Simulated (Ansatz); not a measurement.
# ZnS: the cost of one run

Computed with Ansatz 0.2.0 (DFT PBEsol, scalar-relativistic, plane waves, PAW, unless a step's input says otherwise).

### 1 The system as given

Symmetry: R3m, No. 160, trigonal system. The conventional cell has a = 3.806 Å, b = 3.806 Å, c = 28.056 Å, α = 90.00°, β = 90.00°, γ = 120.00°. Around Zn (site symmetry 3m) lie 4 S at 2.33 to 2.34 Å. Zn (site symmetry 3m) has 4 S at 2.33 Å as nearest neighbours. Around S (site symmetry 3m) lie 4 Zn at 2.33 to 2.34 Å. S (site symmetry 3m) is surrounded by 4 Zn at 2.33 Å.

Structure file:

```xyz
6
Lattice="1.9031 1.0987 9.3519 -1.9031 1.0987 9.3519 0.0000 -2.1975 9.3519" Properties=species:S:1:pos:R:3 pbc="T T T"
Zn    0.0000    0.0000   28.0550
Zn    0.0000    0.0000    6.2360
Zn    0.0000    0.0000   12.4740
S     0.0000    0.0000    2.3361
S     0.0000    0.0000   14.8091
S     0.0000    0.0000    8.5672
```

The structure comes from the Materials Project (structure only).

### 2 Quick check of gap, pressure and forces

Contents of input.yaml:

```yaml
crystal:
  lattice:
    - [1.9030712007, 1.09873867, 9.3519478348]
    - [-1.9030712007, 1.09873867, 9.3519478348]
    - [0.0, -2.19747734, 9.3519478348]
  atoms:
    - { symbol: Zn, position: [0.99997114, 0.99997114, 0.99997114] }
    - { symbol: Zn, position: [0.22226941, 0.22226941, 0.22226941] }
    - { symbol: Zn, position: [0.44461344, 0.44461344, 0.44461344] }
    - { symbol: S, position: [0.08326717, 0.08326717, 0.08326717] }
    - { symbol: S, position: [0.5278423, 0.5278423, 0.5278423] }
    - { symbol: S, position: [0.30536254, 0.30536254, 0.30536254] }
basis:
  ecutwfc: 420
kpoints:
  mp_grid: { grid: [6, 6, 6] }
hamiltonian:
  xc: pbesol
scf:
  occupations: { method: gaussian, width: 0.1 }
output:
  forces: true
  stress: true
  eigenvalues: true
```

Run with:

```
ansatz run input.yaml --threads 4 --pin off --max-ram 5120MiB --backend cpu --events-out ev --progress --plain --runs-dir out
```

**Question.** How long does this run take on 4 threads of an x86-64 CPU, shared host, and how much memory does it need?

About 2.6 s, with a peak of 0.45 GiB.
